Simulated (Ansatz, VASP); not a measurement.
Two plane-wave programs on Fe

```
Fe
1.0
     2.23876    0.00000    0.00000
     0.00000    2.23876    0.00000
     0.00000    0.00000    2.23876
Fe
1
Direct
  0.00000 0.00000 0.00000
```

Alike in both runs: task single point; functional BLYP; k mesh 15 × 15 × 15; occupations fermi-dirac, width 0.1 eV; no spin polarisation.

|  | VASP | Ansatz |
| --- | --- | --- |
| version | VASP 6.6.1 | Ansatz 0.2.0 |
| potentials or method | VASP PAW PBE potentials, release 64 (Fe) | plane waves (420 eV) with PAW, scalar-relativistic |
| plane-wave cutoff (eV) | 520 | 420 |
| valence electrons in the cell | 8 | 16 |

```csv
,VASP,Ansatz,Ansatz less VASP
pressure (GPa),17.7,18.2,+0.46
```

With one functional, cell and mesh, what is left measures potentials, basis and numerics. The two sets of potentials don't hold the same shells in valence.

Caveats: so large a pressure means that the cell lies far from this level's equilibrium, or that cutoff or potentials fall short (VASP); the potentials were made for another functional, which shifts forces and pressure (VASP); the run has no spin polarisation, though such a crystal can be magnetic. Spin polarisation is off, so any magnetic state and its effect on volume and gap are missing.
